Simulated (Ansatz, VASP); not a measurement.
## Ag in VASP and in Ansatz

```
Ag
1.0
    -1.57224    1.57224    1.57224
     1.57224   -1.57224    1.57224
     1.57224    1.57224   -1.57224
Ag
1
Direct
  0.00000 0.00000 0.00000
```

Change from the starting cell: strain -0.025 along x and y, -0.025 along z, atoms carried along.

Alike in both runs: task single point; functional PBEsol; k mesh 26 × 26 × 26; occupations gaussian, width 0.15 eV; no spin polarisation.

|  | VASP | Ansatz |
| --- | --- | --- |
| version | VASP 6.6.1 | Ansatz 0.2.0 |
| potentials or method | VASP PAW PBE potentials, release 64 (Ag) | scalar-relativistic, plane waves, PAW |
| plane-wave cutoff (eV) | 520 | 420 |
| valence electrons in the cell | 11 | 19 |

|  | VASP | Ansatz | Ansatz less VASP |
| --- | --- | --- | --- |
| gap on the k mesh at the Fermi level (eV) | none | none | - |
| pressure (GPa) | 10.5 | 10.8 | +0.36 |

A gap of «none» marks a metal or a gap that the smearing closes. The two sets of potentials don't hold the same shells in valence.

Caveats: the PAW data sets were made with another functional, which shifts forces and pressure a little (VASP).
